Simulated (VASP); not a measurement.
# CdSe: G0W0 on PBE, by spin-orbit coupling

CdSe, F-43m (no. 216), 2 atoms in the cell.

| Spin-orbit coupling | Quasiparticle gap on the mesh (eV) | Gap of the starting point on the mesh (eV) | Quasiparticle gap at the zone centre (eV) | Starting gap at the zone centre (eV) | Correction of the gap between the band edges on the mesh (eV) | Time (s) |
|---|---|---|---|---|---|---|
| no | 1.10 | 0.49 | 1.10 | 0.49 | 0.61 | 16 |
| yes | 0.97 | 0.37 | 0.97 | 0.37 | 0.60 | 84 |

Limits: the mesh is coarse: neither the gap nor the screening is converged.

## Input of the first row

INCAR.step1:
```
PREC = Accurate ; ENCUT = 300
ISMEAR = 0 ; SIGMA = 0.05
LASPH = T ; LREAL = F
GGA = PE ; ALGO = Normal
EDIFF = 1E-8 ; NELM = 150
LWAVE = T ; LCHARG = F
KPAR = 4
```

INCAR.step2, as INCAR.step1 but for:
```
- ALGO = Normal
- NELM = 150
+ ALGO = Exact
+ NELM = 1
+ ISTART = 1
+ NBANDS = 164
+ LOPTICS = T
```

INCAR.step3:
```
PREC = Accurate ; ENCUT = 300
ISMEAR = 0 ; SIGMA = 0.05
LASPH = T ; LREAL = F
GGA = PE ; ALGO = EVGW0
NBANDS = 164 ; NBANDSGW = 13
ENCUTGW = 130 ; NOMEGA = 48
PRECFOCK = Fast ; ISTART = 1
LWAVE = F ; LCHARG = F
NELMGW = 1 ; KPAR = 4
```

KPOINTS:
```
k-points
0
Gamma
  3 3 3
```

POSCAR:
```
CdSe
1.0
    0.0000000000      3.0702711986      3.0702711986
    3.0702711986      0.0000000000      3.0702711986
    3.0702711986      3.0702711986      0.0000000000
Cd Se
1 1
Direct
    0.0000000000      0.0000000000      0.0000000000
    0.2500000000      0.2500000000      0.2500000000
```

Commands (each step's output is kept before the next begins):
```
cat potpaw_PBE.64/Cd_GW/POTCAR potpaw_PBE.64/Se_GW/POTCAR > POTCAR
cp INCAR.step1 INCAR
mpirun -np 4 vasp_std > vasp.out
cp INCAR.step2 INCAR
mpirun -np 4 vasp_std > vasp.out
cp INCAR.step3 INCAR
mpirun -np 4 vasp_std > vasp.out
```

Changes of the last row against the first:
```
(step 1)
+ LSORBIT = True
+ GGA_COMPAT = False
+ MAGMOM = 0 0 0 0 0 0
(step 2)
- NBANDS = 164
+ LSORBIT = True
+ GGA_COMPAT = False
+ MAGMOM = 0 0 0 0 0 0
+ NBANDS = 328
(step 3)
- NBANDS = 164
- NBANDSGW = 13
+ LSORBIT = True
+ GGA_COMPAT = False
+ MAGMOM = 0 0 0 0 0 0
+ NBANDS = 328
+ NBANDSGW = 26
- vasp_std
+ vasp_ncl
```

VASP 6.6.1 took 16 s on 4 cores (AMD EPYC 9R45 (Zen 5)), a shared host.
